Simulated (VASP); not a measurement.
# BeS (F-43m) in VASP: notebook

The runs below take BeS through relaxation of cell and atoms, with revPBE+D3, revPBE+D3(BJ), revPBE+D4.

Everything below comes from runs of VASP 6.6.1. Logs are shortened: lines on timing, memory, paths and dates and some standing lists are left out, and cuts for length are marked.

### Step 1. Starting point

The structure is cubic, space group F-43m (No. 216). Conventional cell: a = 4.850 Å, b = 4.850 Å, c = 4.850 Å, α = 90.00°, β = 90.00°, γ = 90.00°. S (site symmetry -43m) is surrounded by 4 Be at 2.10 Å. Be (site symmetry -43m) is surrounded by 4 S at 2.10 Å.

### Step 2. Relaxation of cell and atoms, revPBE+D3

The input, INCAR:

```
SYSTEM = BeS
PREC     = Accurate       ! precision mode
ENCUT    = 600            ! plane-wave cutoff, eV
EDIFF    = 1E-7           ! SCF threshold, eV
ISMEAR   = -1             ! smearing method
SIGMA    = 0.05           ! smearing width, eV
LREAL    = .FALSE.        ! projectors in reciprocal space
LASPH    = .TRUE.         ! aspherical terms in the spheres
NELM     = 60             ! most SCF steps
ALGO     = Fast           ! electronic algorithm
ISIF     = 3              ! what is computed and relaxed
LWAVE    = .FALSE.        ! write WAVECAR
LCHARG   = .FALSE.        ! write CHGCAR
GGA      = RE             ! functional
IVDW     = 11             ! dispersion correction
IBRION   = 2              ! ionic algorithm
NSW      = 60             ! ionic steps
EDIFFG   = -0.02          ! ionic threshold
```

The input, KPOINTS:

```
regular mesh
0
G
  9 9 9
  0 0 0
```

The input, POSCAR:

```
BeS
1.0
    0.0000000000      2.4250000000      2.4250000000
    2.4250000000      0.0000000000      2.4250000000
    2.4250000000      2.4250000000      0.0000000000
S Be
1 1
Direct
    0.7500000000      0.7500000000      0.7500000000
    0.0000000000      0.0000000000      0.0000000000
```

Potentials or basis: VASP PAW PBE potentials, release 64 (S, Be).

On the command line:

```console
$ cat potpaw_PBE.64/S/POTCAR potpaw_PBE.64/Be/POTCAR > POTCAR
$ mpirun -np 1 vasp_std > vasp.out
```

OUTCAR:

```text
SYSTEM = BeS
   PREC = Accurate
   ENCUT = 600
   EDIFF = 1E-7
   ISMEAR = -1
   LREAL = .FALSE.
   LASPH = .TRUE.
   NELM = 60
   ISIF = 3
   GGA = RE
   IVDW = 11
   IBRION = 2
   NSW = 60
   EDIFFG = -0.02
 IVDW          = 11

 ion  position               nearest neighbor table
   1  0.750  0.750  0.750-   2 2.10   2 2.10   2 2.10   2 2.10
   2  0.000  0.000  0.000-   1 2.10   1 2.10   1 2.10   1 2.10

  LATTYP: Found a face centered cubic cell.
 ALAT       =     4.8500000000

  Lattice vectors:

 A1 = (   0.0000000000,   2.4250000000,   2.4250000000)
 A2 = (   2.4250000000,   0.0000000000,   2.4250000000)
 A3 = (   2.4250000000,   2.4250000000,   0.0000000000)

Analysis of symmetry for initial positions (statically):
=====================================================================
 Subroutine PRICEL returns:
 Original cell was already a primitive cell.

 Routine SETGRP: Setting up the symmetry group for a
 face centered cubic supercell.

 Subroutine GETGRP returns: Found 24 space group operations
 (whereof 24 operations were pure point group operations)
 out of a pool of 48 trial point group operations.

The static configuration has the point symmetry T_d .

Analysis of symmetry for dynamics (positions and initial velocities):
=====================================================================
 Subroutine PRICEL returns:
 Original cell was already a primitive cell.

 Routine SETGRP: Setting up the symmetry group for a
 face centered cubic supercell.

 Subroutine GETGRP returns: Found 24 space group operations
 (whereof 24 operations were pure point group operations)
 out of a pool of 48 trial point group operations.

The dynamic configuration has the point symmetry T_d .

 Subroutine INISYM returns: Found 24 space group operations
 (whereof 24 operations are pure point group operations),
 and found     1 'primitive' translations

[... 155 lines left out ...]
  -------------------------------------------------------------------------------------
  Total      -0.13646    -0.13646    -0.13646    -0.00000     0.00000     0.00000
  in kB      -7.66581    -7.66581    -7.66581    -0.00000     0.00000     0.00000
  external pressure =       -7.67 kB  Pullay stress =        0.00 kB

 VOLUME and BASIS-vectors are now :
 -----------------------------------------------------------------------------
  energy-cutoff  :      600.00
  volume of cell :       28.52
      direct lattice vectors                 reciprocal lattice vectors
     0.000000000  2.425000000  2.425000000    -0.206185567  0.206185567  0.206185567
     2.425000000  0.000000000  2.425000000     0.206185567 -0.206185567  0.206185567
     2.425000000  2.425000000  0.000000000     0.206185567  0.206185567 -0.206185567

 POSITION                                       TOTAL-FORCE (eV/Angst)
 -----------------------------------------------------------------------------------
      3.63750      3.63750      3.63750         0.000000      0.000000      0.000000
      0.00000      0.00000      0.00000        -0.000000     -0.000000     -0.000000
 -----------------------------------------------------------------------------------
    total drift:                                0.000000      0.000000     -0.000000

  FREE ENERGIE OF THE ION-ELECTRON SYSTEM (eV)
  ---------------------------------------------------
  free  energy   TOTEN  =       -10.2737120288 eV

  energy  without entropy=      -10.2737120287  energy(sigma->0) =      -10.27371203

--------------------------------------- Ionic step        2  -------------------------------------------

 number of electron       8.0000000 magnetization

 Free energy of the ion-electron system (eV)
  ---------------------------------------------------
  ext. energy  EPLUGINS =         0.00000000
  ---------------------------------------------------
  free energy    TOTEN  =        -9.47889516 eV

  energy without entropy =       -9.47889516  energy(sigma->0) =       -9.47889516

 E-fermi :   5.2785     XC(G=0):  -9.6833

 val. band max:        4.3368207729   @ k =   0.0000   0.0000   0.0000
 cond. band min:       7.5961918740   @ k =   0.4444   0.4444   0.0000
 fundamental gap:      3.2593711011
 Fermi energy:         5.2785267614

 k-point     1 :       0.0000    0.0000    0.0000
  band No.  band energies     occupation
      1      -9.4173      2.00000
      2       4.3368      2.00000
      3       4.3368      2.00000
      4       4.3368      2.00000
      5      10.0455      0.00000
      6      10.0455      0.00000
      7      10.0455      0.00000
      8      10.4145      0.00000
[... 243 lines left out ...]
 k-point    24 :       0.4444    0.4444    0.0000
  band No.  band energies     occupation
      1      -7.3288      2.00000
      2      -0.5724      2.00000
      3       1.7284      2.00000
      4       1.7284      2.00000
      5       7.5962      0.00000
      6       9.3560      0.00000
      7      16.8301      0.00000
      8      16.8301      0.00000

 [... further k-points ...]

------------------------ aborting loop because EDIFF is reached ----------------------------------------

 Edisp (eV)   -0.79532

 E8    (eV) :    -0.2967

  FORCE on cell =-STRESS in cart. coord.  units (eV):
  Direction    XX          YY          ZZ          XY          YZ          ZX
  --------------------------------------------------------------------------------------
  -------------------------------------------------------------------------------------
  Total       0.03909     0.03909     0.03909    -0.00000    -0.00000    -0.00000
  in kB       2.21769     2.21769     2.21769    -0.00000    -0.00000    -0.00000
  external pressure =        2.22 kB  Pullay stress =        0.00 kB

 VOLUME and BASIS-vectors are now :
 -----------------------------------------------------------------------------
  energy-cutoff  :      600.00
  volume of cell :       28.24
      direct lattice vectors                 reciprocal lattice vectors
    -0.000000000  2.417017740  2.417017740    -0.206866500  0.206866500  0.206866500
     2.417017740 -0.000000000  2.417017740     0.206866500 -0.206866500  0.206866500
     2.417017740  2.417017740  0.000000000     0.206866500  0.206866500 -0.206866500

 POSITION                                       TOTAL-FORCE (eV/Angst)
 -----------------------------------------------------------------------------------
      3.62553      3.62553      3.62553        -0.000000     -0.000000     -0.000000
      4.83404      4.83404      4.83404         0.000000      0.000000      0.000000
 -----------------------------------------------------------------------------------
    total drift:                               -0.000000     -0.000000     -0.000000

  FREE ENERGIE OF THE ION-ELECTRON SYSTEM (eV)
  ---------------------------------------------------
  free  energy   TOTEN  =       -10.2742105403 eV

  energy  without entropy=      -10.2742105402  energy(sigma->0) =      -10.27421054

 reached required accuracy - stopping structural energy minimisation
```

Run time: 14 s. Hardware: 1 thread of Intel Xeon Platinum 8488C (Sapphire Rapids), shared host; peak memory 0.16 GiB.

What came out:

```
Free energy                            : -10.2742 eV
Relaxed volume                         : 14.12 Å³/atom
Relaxed cell                           : a = 3.418 Å, b = 3.418 Å, c = 3.418 Å, α = 60.00°, β = 60.00°, γ = 60.00°
Space group after relaxing (to 0.05 Å) : F-43m (No. 216)
Energy gained by relaxing              : 0.2 meV/atom
Ionic steps                            : 2
Pressure after relaxing                : 0.2 GPa
Band gap on the k mesh                 : 3.26 eV, indirect (least direct gap 5.71 eV)
Dispersion energy per atom             : -0.398 eV
```

The path:
```csv
step,energy change (eV),largest force (eV/Å),pressure (GPa),volume (Å³)
1,0.0000,0.0000,-0.77,28.52
2,-0.0005,0.0000,0.22,28.24
```

Final structure:
```
S Be
1.0
     0.00000    2.41702    2.41702
     2.41702    0.00000    2.41702
     2.41702    2.41702    0.00000
S Be
1 1
Cartesian
  3.6255 3.6255 3.6255
  4.8340 4.8340 4.8340
```

Caveat: the PAW data sets were made with another functional, which shifts forces and pressure a little; an odd mesh through Γ misses points on the zone boundary, where band edges often lie.

### Step 3. Relaxation of cell and atoms, revPBE+D3(BJ)

Changes to INCAR since step 2:

```diff
@@ -14,3 +14,3 @@
 GGA      = RE             ! functional
-IVDW     = 11             ! dispersion correction
+IVDW     = 12             ! dispersion correction
 IBRION   = 2              ! ionic algorithm
```

KPOINTS is that of step 2.

POSCAR is that of step 2.

Potentials or basis: VASP PAW PBE potentials, release 64 (S, Be).

On the command line:

```console
$ cat potpaw_PBE.64/S/POTCAR potpaw_PBE.64/Be/POTCAR > POTCAR
$ mpirun -np 1 vasp_std > vasp.out
```

Wall time 19 s (1 thread of Intel Xeon Platinum 8488C (Sapphire Rapids), shared host); peak memory 0.16 GiB.

It converged, with:

* Free energy: -10.7133 eV
* Relaxed volume: 13.66 Å³/atom
* Relaxed cell: a = 3.381 Å, b = 3.381 Å, c = 3.381 Å, α = 60.00°, β = 60.00°, γ = 60.00°
* Space group after relaxing (to 0.05 Å): F-43m (No. 216)
* Energy gained by relaxing: 8.0 meV/atom
* Ionic steps: 3
* Pressure after relaxing: 0.0 GPa
* Band gap on the k mesh: 3.18 eV, indirect (least direct gap 5.69 eV)
* Dispersion energy per atom: -0.635 eV

Step by step:
```
step  energy change (eV)  largest force (eV/Å)  pressure (GPa)  volume (Å³)
   1              0.0000                0.0000           -4.11        28.52
   2             -0.0149                0.0000            1.11        27.04
   3             -0.0159                0.0000            0.01        27.32
```

Final structure:
```xyz
2
Lattice="0.0000 2.3905 2.3905 2.3905 0.0000 2.3905 2.3905 2.3905 0.0000" Properties=species:S:1:pos:R:3 pbc="T T T"
S     3.5858    3.5858    3.5858
Be    0.0000    0.0000    0.0000
```

Levels at points of the mesh, in eV from the valence-band top:
| k point | band 1 | band 2 | band 3 | band 4 | band 5 | band 6 | band 7 | band 8 |
| --- | --- | --- | --- | --- | --- | --- | --- | --- |
| (0.00, 0.00, 0.00) | -13.99 | 0.00 | 0.00 | 0.00 | 5.69 | 5.69 | 5.69 | 6.36 |

Caveat: the PAW data sets were made with another functional, which shifts forces and pressure a little; an odd mesh through Γ misses points on the zone boundary, where band edges often lie. As with any semilocal functional, this revPBE gap is likely too small.

### Step 4. Relaxation of cell and atoms, revPBE+D4

Changes to INCAR since step 3:

```diff
@@ -14,3 +14,3 @@
 GGA      = RE             ! functional
-IVDW     = 12             ! dispersion correction
+IVDW     = 13             ! dispersion correction
 IBRION   = 2              ! ionic algorithm
```

KPOINTS is that of step 3.

POSCAR is that of step 3.

On the command line:

```console
$ cat potpaw_PBE.64/S/POTCAR potpaw_PBE.64/Be/POTCAR > POTCAR
$ mpirun -np 1 vasp_std > vasp.out
```

Run time: 21 s. Hardware: 1 thread of Intel Xeon Platinum 8488C (Sapphire Rapids), shared host; peak memory 0.15 GiB.

Results (log left out):

- Free energy: -10.5403 eV
- Relaxed volume: 13.80 Å³/atom
- Relaxed cell: a = 3.392 Å, b = 3.392 Å, c = 3.392 Å, α = 60.00°, β = 60.00°, γ = 60.00°
- Space group after relaxing (to 0.05 Å): F-43m (No. 216)
- Energy gained by relaxing: 4.8 meV/atom
- Ionic steps: 3
- Pressure after relaxing: 0.0 GPa
- Band gap on the k mesh: 3.20 eV, indirect (least direct gap 5.70 eV)
- Dispersion energy per atom: -0.542 eV

Step by step:
| step | energy change (eV) | largest force (eV/Å) | pressure (GPa) | volume (Å³) |
| --- | --- | --- | --- | --- |
| 1 | 0.0000 | 0.0000 | -3.19 | 28.52 |
| 2 | -0.0089 | 0.0000 | 0.86 | 27.36 |
| 3 | -0.0095 | 0.0000 | 0.01 | 27.59 |

Final structure:
```yaml
crystal:
  lattice:
    - [0.00000, 2.39833, 2.39833]
    - [2.39833, 0.00000, 2.39833]
    - [2.39833, 2.39833, 0.00000]
  atoms:
    - { symbol: S, position: [0.75000, 0.75000, 0.75000] }
    - { symbol: Be, position: [0.00000, 0.00000, 0.00000] }
```

Levels at points of the mesh, in eV from the valence-band top:
```csv
k point,band 1,band 2,band 3,band 4,band 5,band 6,band 7,band 8
"(0.00, 0.00, 0.00)",-13.92,0.00,0.00,0.00,5.70,5.70,5.70,6.28
```

Caveat: the PAW data sets were made with another functional, which shifts forces and pressure a little; an odd mesh through Γ misses points on the zone boundary, where band edges often lie.

### Step 5. Overview

```tsv
level	gap on the mesh (eV)	pressure (GPa)	relaxed volume (Å³/atom)
revPBE+D3	3.26	0.2	14.12
revPBE+D3(BJ)	3.18	0.0	13.66
revPBE+D4	3.20	0.0	13.80
```

Alike in all rows: task relaxation of cell and atoms; potentials or basis VASP PAW PBE potentials, release 64 (S, Be); no spin polarisation; cell relaxed; k mesh 9 × 9 × 9; cutoff (eV) 600; smearing fermi-dirac 0.05 eV.

Caveats: the PAW data sets were made with another functional, which shifts forces and pressure a little; an odd mesh through Γ misses points on the zone boundary, where band edges often lie.

Absolute energies hang on the potentials; compare differences alone.
